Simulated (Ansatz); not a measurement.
## Phases of AlCo at 150 GPa

Structure types of AlCo are relaxed in primitive cells with their symmetry kept at 150 GPa, on PAW files; LAPW relaxes the small cells further and takes the PAW cell for the others (marked *). The enthalpy is E + pV at zero temperature, without zero-point motion. Only the types listed were tried, and differences under about 5 meV/atom are mesh noise. The real phase may be another.

Level of theory: DFT with PBE, scalar-relativistic, in Ansatz 0.2.0; Fermi–Dirac smearing of 0.05 eV, no spin polarisation. LAPW: all electrons, basis error target 0.5 meV/atom; PAW: frozen-core files, cutoff 420 eV.

k meshes: rocksalt 16×16×16, CsCl 16×16×16, WC 16×16×14, NiAs 12×12×7, zincblende 14×14×14.

Spin polarisation is left out, though a magnetic state may lie lower.

Problem. Which type is lowest in enthalpy, and by how much?

Solution. CsCl, 587 meV/atom below distorted WC. The whole table:

```json
{"start type": "rocksalt", "ends as": "rocksalt, Fm-3m", "a, b, c (Å)": "4.088, 4.088, 4.088", "V (Å³/atom)": "8.54", "H − H(lowest), LAPW (meV/atom)": "1786.5", "same, PAW": "1785.8"}
{"start type": "CsCl", "ends as": "CsCl, Pm-3m", "a, b, c (Å)": "2.514, 2.514, 2.514", "V (Å³/atom)": "7.95", "H − H(lowest), LAPW (meV/atom)": "0.0", "same, PAW": "0.0"}
{"start type": "WC", "ends as": "distorted WC, P-6m2", "a, b, c (Å)": "2.353, 2.353, 3.413", "V (Å³/atom)": "8.18", "H − H(lowest), LAPW (meV/atom)": "587.4", "same, PAW": "589.8"}
{"start type": "NiAs*", "ends as": "distorted NiAs, P6_3/mmc", "a, b, c (Å)": "2.352, 2.352, 6.840", "V (Å³/atom)": "8.19", "H − H(lowest), LAPW (meV/atom)": "592.5", "same, PAW": "594.9"}
{"start type": "zincblende", "ends as": "zincblende, F-43m", "a, b, c (Å)": "4.298, 4.298, 4.298", "V (Å³/atom)": "9.92", "H − H(lowest), LAPW (meV/atom)": "4648.9", "same, PAW": "4645.7"}
```

Problem. Split the lead of CsCl over distorted WC into energy and pV.

Solution. For distorted WC less CsCl: ΔE = +368.7 meV/atom, and p·ΔV = 150 GPa × +0.2336 Å³ × 6.242 meV/(GPa·Å³) = +218.7 meV/atom, together 587.4 meV/atom. CsCl wins on both counts.
